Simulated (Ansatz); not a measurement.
**HfN under compression and expansion**

```
CELL_PARAMETERS angstrom
0.00000 2.25586 2.25586
2.25586 0.00000 2.25586
2.25586 2.25586 0.00000
ATOMIC_POSITIONS crystal
Hf 0.00000 0.00000 0.00000
N 0.50000 0.50000 0.50000
```

The cell is the one relaxed in the Materials Project (mp-2828), not relaxed further here; entries there can be hypothetical.

Spin polarisation is left out, and whether a magnetic state lies lower isn't shown here.

Spin–orbit coupling is left out, though it moves levels of the heavy atoms by tenths of an eV or more.

Levels of theory: DFT, PBE, all-electron LAPW, scalar-relativistic (Ansatz 0.2.0); DFT, PBE, PAW with Ansatz's default frozen-core files, scalar-relativistic (Ansatz 0.2.0).

For LAPW: a Γ-centred 16×16×16 k mesh, Fermi–Dirac smearing of 0.05 eV, basis error target 0.5 meV/atom, no spin polarisation. PAW takes a cutoff of 420 eV at this cell. The Ansatz runs share mesh, smearing and spin set-up. Plane-wave (PAW) pressures include the program's estimate of the Pulay term.

The cell above is scaled evenly, with fractional coordinates and shape held.

(1) Estimate the equilibrium volume and bulk modulus that full-potential LAPW gives for this fixed shape.

Results:

(1) V0 = 11.76 Å³/atom, B0 = 263 GPa, B0′ = 4.3, from a third-order Birch–Murnaghan fit to these pressures:
| V/V(cell) | V (Å³/atom) | P, LAPW (GPa) | P, PAW (GPa) | free energy over the lowest listed, PAW (meV/atom) |
| --- | --- | --- | --- | --- |
| 0.9405 | 10.797 | 27.01 | 26.91 | 74.8 |
| 0.9800 | 11.250 | 12.83 | 12.76 | 19.3 |
| 1.0000 | 11.480 | 6.69 | 6.62 | 5.5 |
| 1.0200 | 11.709 | 1.15 | 1.09 | 0.0 |
| 1.0600 | 12.169 | -8.35 | -8.41 | 11.0 |
